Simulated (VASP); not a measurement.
Wanted: the native input for a VASP 6.6.1 run.

| Quantity | Value |
| --- | --- |
| Task | band structure |
| Functional | SCAN |
| Potentials or basis | VASP PAW PBE potentials, release 64 (Ni, Fe) |
| Cutoff | 520 eV |
| k mesh | 10 × 10 × 8 |
| Occupations | fermi-dirac, width 0.05 eV |
| Spin | collinear spin, ferromagnetic start |
| Starting moments | [1.0, 3.0] μB |
| Further INCAR settings | ALGO = Normal; EDIFF = 1e-06; NBANDS = 20 |

The structure of FeNi (Tetrataenite) lies in POSCAR:

```
FeNi
1.0
    2.5330000000      0.0000000000      0.0000000000
    0.0000000000      2.5330000000      0.0000000000
    0.0000000000      0.0000000000      3.5820000000
Ni Fe
1 1
Direct
    0.5000000000      0.5000000000      0.5000000000
    0.0000000000      0.0000000000      0.0000000000
```

These files were run (other wordings do the same):

INCAR

```
SYSTEM = FeNi
PREC = Accurate
ENCUT = 520
EDIFF = 1E-6
ISMEAR = -1
SIGMA = 0.05
LREAL = .False.
LASPH = .True.
NELM = 120
ALGO = Normal
ISIF = 2
LWAVE = .False.
LCHARG = .False.
ISPIN = 2
MAGMOM = 1 3
LORBIT = 11
LMAXMIX = 4
METAGGA = SCAN
LMIXTAU = .True.
NBANDS = 20
```

KPOINTS

```
regular mesh
0
Gamma
  10 10 8
  0 0 0
```

KPOINTS_OPT

```
path GXMGZRAZ,XR,MA
15
line-mode
reciprocal
 0.0000000000  0.0000000000  0.0000000000  G
 0.0000000000  0.5000000000  0.0000000000  X

 0.0000000000  0.5000000000  0.0000000000  X
 0.5000000000  0.5000000000  0.0000000000  M

 0.5000000000  0.5000000000  0.0000000000  M
 0.0000000000  0.0000000000  0.0000000000  G

 0.0000000000  0.0000000000  0.0000000000  G
 0.0000000000  0.0000000000  0.5000000000  Z

 0.0000000000  0.0000000000  0.5000000000  Z
 0.0000000000  0.5000000000  0.5000000000  R

 0.0000000000  0.5000000000  0.5000000000  R
 0.5000000000  0.5000000000  0.5000000000  A

 0.5000000000  0.5000000000  0.5000000000  A
 0.0000000000  0.0000000000  0.5000000000  Z

 0.0000000000  0.5000000000  0.0000000000  X
 0.0000000000  0.5000000000  0.5000000000  R

 0.5000000000  0.5000000000  0.0000000000  M
 0.5000000000  0.5000000000  0.5000000000  A
```

Potentials or basis: VASP PAW PBE potentials, release 64 (Ni, Fe).

Command:

```console
$ cat potpaw_PBE.64/Ni/POTCAR potpaw_PBE.64/Fe/POTCAR > POTCAR
$ mpirun -np 1 vasp_std > vasp.out
```

It gave:

```
Pressure                                              : -8.9 GPa
Band gap along the path                               : none (metal or under the smearing width)
Net moment                                            : 3.51 μB per cell
Site moments                                          : Ni +0.66; Fe +2.92 μB
Valence electrons inside the program's atomic spheres : Ni 9.38; Fe 7.12
```

Caveat: the PAW data sets were made with another functional, which shifts forces and pressure a little.

Run time: 6.1 min on 1 thread of AMD EPYC 9R45 96-Core Processor (Zen 5) (shared host), peak memory 0.22 GiB.
